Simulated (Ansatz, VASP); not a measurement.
**ZnS: VASP beside Ansatz**

```
Zn S
1.0
     0.00000    2.74845    2.74845
     2.74845    0.00000    2.74845
     2.74845    2.74845    0.00000
Zn S
1 1
Direct
  0.25000 0.25000 0.25000
  0.00000 0.00000 0.00000
```

Alike in both runs: task single point; functional PBE; k mesh 6 × 6 × 6; no spin polarisation.

```csv
,VASP,Ansatz
version,VASP 6.6.1,Ansatz 0.2.0
potentials or method,"VASP PAW PBE potentials, release 64 (Zn, S)","plane waves, PAW"
plane-wave cutoff (eV),520,420
occupations,"gaussian, width 0.01 eV",fixed
valence electrons in the cell,18,18
```

|  | VASP | Ansatz | Ansatz less VASP |
| --- | --- | --- | --- |
| gap on the k mesh at the Fermi level (eV) | 1.89 | 1.89 | -0.003 |
| pressure (GPa) | -1.8 | -1.9 | -0.13 |

A hybrid or GW would open this gap; PBE tends to underestimate it.
